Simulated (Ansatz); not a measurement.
# ZrN: response to strain

Aim: deform ZrN (zz strain of -1 %) and compute stress, forces and field gradients with LAPW, PAW and all-electron datasets made for the crystal.

Program: Ansatz 0.2.0. Level of theory: DFT LDA, scalar-relativistic. These are calculated values, not measurements.

## Step 1: The structure to begin with

Symmetry: Fm-3m, No. 225, cubic system. The conventional cell has a = 4.568 Å, b = 4.568 Å, c = 4.568 Å, α = 90.00°, β = 90.00°, γ = 90.00°. Zr (site symmetry m-3m) has 6 N at 2.28 Å as nearest neighbours. N (site symmetry m-3m) is surrounded by 6 Zr at 2.28 Å.

Structure file:

```cif
data_structure
_symmetry_space_group_name_H-M 'P 1'
_symmetry_Int_Tables_number 1
_cell_length_a 3.2304
_cell_length_b 3.2304
_cell_length_c 3.2304
_cell_angle_alpha 60.000
_cell_angle_beta 60.000
_cell_angle_gamma 60.000
_cell_volume 23.84
loop_
_atom_site_label
_atom_site_type_symbol
_atom_site_fract_x
_atom_site_fract_y
_atom_site_fract_z
_atom_site_occupancy
Zr1 Zr 0.00000 0.00000 0.00000 1
N1 N 0.50000 0.50000 0.50000 1
```

Atoms are numbered in the order of the input: Zr1, N2.

## Step 2: The deformed structure

Space group Fm-3m before, I4/mmm after.

## Step 3: All-electron LAPW

Contents of input.yaml:

```yaml
crystal:
  lattice:
    - [0.0, 2.28423, 2.2613877]
    - [2.28423, 0.0, 2.2613877]
    - [2.28423, 2.28423, 0.0]
  atoms:
    - { symbol: Zr, position: [0.0, 0.0, 0.0] }
    - { symbol: "N", position: [0.5, 0.5, 0.5] }
kpoints:
  mp_grid: { grid: [9, 9, 9] }
  band_path:
    path:
      - [0.0, 0.0, 0.0]
      - [0.0, 0.5, 0.5]
      - [0.25, 0.75, 0.5]
      - [0.0, 0.5, 0.0]
      - [0.0, 0.0, 0.0]
      - [0.5, 0.5, 0.0]
      - [0.3775380063, 0.6224619937, 0.0]
      - [-0.3775380063, 0.3775380063, 0.0]
      - [0.0, 0.0, 0.0]
    npoints: 5
scf:
  occupations: { method: fermi_dirac, width: 0.03 }
hamiltonian:
  xc: lda
  pseudopotentials: { kind: all_electron, lapw: { basis_error: 0.00025 } }
output:
  forces: true
  stress: true
  eigenvalues: true
```

On the command line:

```bash
> ansatz run input.yaml --threads 1 --pin off --max-ram 3072MiB --backend cpu --events-out ev --progress --plain --runs-dir out
```

## Step 4: PAW on the default files

Contents of input.yaml:

```yaml
crystal:
  lattice:
    - [0.0, 2.28423, 2.2613877]
    - [2.28423, 0.0, 2.2613877]
    - [2.28423, 2.28423, 0.0]
  atoms:
    - { symbol: Zr, position: [0.0, 0.0, 0.0] }
    - { symbol: "N", position: [0.5, 0.5, 0.5] }
kpoints:
  mp_grid: { grid: [9, 9, 9] }
scf:
  occupations: { method: fermi_dirac, width: 0.03 }
hamiltonian:
  xc: lda
  pseudopotentials: { kind: paw }
output:
  forces: true
  stress: true
  eigenvalues: true
  efg: { contact_densities: true }
```

## Step 5: All-electron PAW on datasets made for the crystal

input.yaml, as its differences from that of step 4:

```diff
@@ -14,3 +14,3 @@
   xc: lda
-  pseudopotentials: { kind: paw }
+  pseudopotentials: { kind: all_electron, datasets: crystal }
 output:
```

(Steps that only read results are left out.)

What does the calculation give? Wanted: pressure; largest shear or deviatoric stress.

The runs gave:

```
                                 quantity                                              value
                                 pressure  LAPW -5.03, PAW -5.10, crystal datasets -5.03 GPa
largest shear or deviatoric stress (LAPW)                                           2.58 GPa
```

What this shows: The largest part of the stress beyond the pressure is 2.58 GPa in size, in the zz component; the atoms are carried along and not relaxed. No run of the undeformed cell stands beside it, so the pressure holds what the given cell had before the change. PAW: stress within 0.07 GPa of LAPW. Crystal datasets: stress within 0.01 GPa of LAPW. ZrN has an odd count of electrons, so a run without spin can force a false metal and spoil its energy.
